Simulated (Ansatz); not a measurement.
Runs of Ansatz 0.2.0 on AlN. Symmetry: P6_3mc, No. 186, hexagonal system. The conventional cell has a = 3.113 Å, b = 3.113 Å, c = 4.981 Å, α = 90.00°, β = 90.00°, γ = 120.00°. Al (site symmetry 3m) is surrounded by 4 N at 1.89 Å. N (site symmetry 3m) is surrounded by 4 Al at 1.89 Å. 

```tsv
task	level	cutoff (eV)	basis error allowed	gap on the mesh (eV)	pressure (GPa)	V0 of scaled cells (Å³/atom)	B0 (GPa)	largest force (eV/Å)
equation of state	LDA	-	0.002 eV/atom	-	-	10.21	211	-
band structure	PBE	346	0.002 eV/atom	(a)	(b)	-	-	0.13
band structure	PBEsol	346	0.002 eV/atom	4.14	0.1	-	-	0.13
band structure	LDA	346	0.002 eV/atom	4.24	-4.6	-	-	0.12
single point	PBEsol	377	0.001 eV/atom	4.14	0.1	-	-	0.13
equation of state	PBEsol	-	0.001 eV/atom	-	-	10.46	201	-
equation of state	PBEsol	-	0.002 eV/atom	-	-	10.46	201	-
```

Alike in all rows: potentials or basis all-electron LAPW, scalar-relativistic; no spin polarisation; cell as given; k mesh 10 × 10 × 6; smearing fermi-dirac 0.05 eV.

Q: Estimate the missing entries.

A: (a) 4.22; (b) 3.6.

Caveats: the cell was scaled at fixed shape and fractional positions, which overstates the stiffness of a crystal with free parameters, most of all of layers and chains (some runs).

A k mesh can miss the band edges.

Not every run made on this cell is shown here.
